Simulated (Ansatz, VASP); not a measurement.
Two plane-wave programs on BN

```
CELL_PARAMETERS angstrom
2.49314 0.00000 0.00000
-1.24657 2.15912 0.00000
0.00000 0.00000 5.88263
ATOMIC_POSITIONS crystal
B 0.33333 0.66667 0.25000
B 0.66667 0.33333 0.75000
N 0.33333 0.66667 0.75000
N 0.66667 0.33333 0.25000
```

Alike in both runs: functional PBE; dispersion D3(BJ); k mesh 12 × 12 × 4; occupations gaussian, width 0.02 eV; no spin polarisation.

Ansatz relaxed the structure, and its values are those at the end. VASP's run is a single point on that final structure, the one shown.

|  | VASP | Ansatz |
| --- | --- | --- |
| version | VASP 6.6.1 | Ansatz 0.2.0 |
| potentials or method | VASP PAW PBE potentials, release 64 (B, N) | scalar-relativistic, plane waves, PAW |
| plane-wave cutoff (eV) | 520 | 420 |
| valence electrons in the cell | 16 | 16 |

```csv
,VASP,Ansatz,Ansatz less VASP
gap on the k mesh at the Fermi level (eV),4.10,4.11,+0.007
least direct gap on the mesh (eV),4.35,4.36,+0.006
pressure (GPa),6.6,6.6,-0.07
```

A k mesh can miss the band edges. Expect the measured gap to be larger: semilocal functionals such as PBE lack the derivative discontinuity.
